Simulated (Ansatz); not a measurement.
Harmonic frequencies (cm⁻¹) at PBE0-D4/def2-TZVP from Ansatz: 156, 246, 280, 383, 504, 770, 782, 877, 942, 1027, 1101, 1185, 1213, 1311, 1326, 1373, 1395, 1462, 1482, 1495, 1512, 1678, 3037, 3049, 3091, 3114, 3126, 3467, 3482, 3597.

Each molecule was computed in one conformer, which needn't be the lowest.

Problem. Which molecule is it?
A. `NCCN`
B. `O=C1CCCO1`
C. `CC(N)N`
D. `CCNN`

Solution. D.
